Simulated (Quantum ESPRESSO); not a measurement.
Crystal: MnO.

```xyz
2
Lattice="2.9695 0.0000 0.0000 -1.4847 2.5717 0.0000 0.0000 0.0000 2.8981" Properties=species:S:1:pos:R:3 pbc="T T T"
Mn    0.0000    0.0000    0.0000
O     1.4847    0.8572    1.4490
```

Measurements of this composition are mostly on another form, of space group No. 225.

| Quantity | Value |
| --- | --- |
| Program | Quantum ESPRESSO 7.5 |
| Task | single point |
| Functional | PBE |
| Potentials or basis | SSSP 1.3 efficiency PBE |
| Cutoff | 884 eV |
| Density cutoff | 10612 eV |
| k mesh | 10 × 10 × 9 |
| Occupations | fermi-dirac, width 0.05 eV |
| Spin | collinear spin, ferromagnetic start |
| Starting moments | [4.0, 0.0] μB |

On this cell: pressure -1.1 GPa; largest force under 0.003 eV/Å; net moment 4.78 μB per cell; site moments Mn +4.04; O +0.23 μB; band gap on the k mesh none (metal or under the smearing width).

The same run follows on a disturbed copy (atoms moved at random, drawn with an rms of 0.05 Å):

```
Mn O
1.0
     2.96949    0.00000    0.00000
    -1.48474    2.57165    0.00000
     0.00000    0.00000    2.89807
Mn O
1 1
Direct
  0.01133 0.00439 0.98175
  0.64624 0.32808 0.50727
```

Task: What does the disturbed cell give?

Result: The energy (extrapolated to zero smearing) moves by +6.7 meV/atom; pressure -0.2 GPa; largest force 0.256 eV/Å; net moment 4.78 μB per cell; site moments Mn +3.94; O +0.23 μB; band gap on the k mesh none (metal or under the smearing width).

Forces on the atoms (eV/Å):
```
Mn  -0.169 -0.076  0.176
O    0.169  0.076 -0.176
```

Stress tensor (GPa, compression positive):
```
  5.32   0.33  -0.57
  0.33   4.93  -0.22
 -0.57  -0.22 -10.75
```

Caveats: a cell with one magnetic atom can't hold antiferromagnetic order, which such compounds often take; semilocal functionals often make such compounds metallic where correlation or magnetic order opens a gap, which also shifts bond lengths.
